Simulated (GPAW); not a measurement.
Tm in GPAW: convergence with density grid spacing (A)

Input of the first run (density grid spacing (A) 0.2); the others differ in this setting and in those tied to it:

The input run.py:

```python
from ase.dft.bandgap import bandgap
from ase.io import read, write
from ase.units import GPa
from gpaw import GPAW, PW

atoms = read('Tm.xyz')
atoms.set_initial_magnetic_moments([2.0])

calc = GPAW(mode=PW(800),
            h=0.2,
            xc='PBE',
            kpts={'size': (7, 7, 7), 'gamma': True},
            occupations={'name': 'fermi-dirac', 'width': 0.05},
            nbands=24,
            convergence={'density': 1e-05, 'energy': 1e-05},
            maxiter=100,
            txt='gpaw.txt')
atoms.calc = calc
energy = atoms.get_potential_energy()
forces = atoms.get_forces()
stress = atoms.get_stress()
calc.write('gs.gpw')
write('result.traj', atoms)
print(f'Energy: {energy:.6f} eV')
print('Forces (eV/A):')
print(forces.round(4))
print('Stress (GPa):', (stress / GPa).round(3))
print('Moments:', calc.get_magnetic_moments().round(3))
print('Fermi level:', round(calc.get_fermi_level(), 4), 'eV')
print(f'Gap: {bandgap(calc)[0]:.4f} eV, direct: {bandgap(calc, direct=True)[0]:.4f} eV')
```

Tm.xyz

```xyz
1
Lattice="0.0000000000 2.4680255249 2.4680255249 2.4680255249 0.0000000000 2.4680255249 2.4680255249 2.4680255249 0.0000000000" Properties=species:S:1:pos:R:3 pbc="T T T"
Tm     0.0000000000      0.0000000000      0.0000000000
```

Potentials or basis: GPAW PAW data sets (gpaw-data 1.2.1), pw.

Run with:

```sh
$ OMP_NUM_THREADS=1 python run.py
```

This isn't the form of Tm at room conditions, which is hcp.

Hardware: 1 thread of Arm Neoverse V1, with other jobs on the host.

```
density grid spacing (A)  energy less the tightest run, at zero smearing (meV/atom)  SCF cycles  CPU time (s)  peak memory (GiB)
                    0.24                                                    refused           -             -                  -
                     0.2                                                      -0.41          20            49               0.18
                    0.17                                                      -0.36          20            62               0.19
                    0.15                                                      -0.20          20            71                0.2
                    0.13                                                      -0.12          20            93               0.22
                    0.11                                                      -0.04          20           100               0.26
                    0.09                                                       0.00          20           230               0.37
```

Against the tightest run, the energy stays within 1 meV/atom from 0.2 on. The tightest run that finished is the yardstick and may itself not be fully converged.

Caveat, for the tightest run too: one-centre terms of the f shell are cut off; the magnetic or orbital state may not be the lowest; spin-orbit coupling is left out, which moves the levels of the heavy elements. The state reached can hang on the start; a lower one may exist.
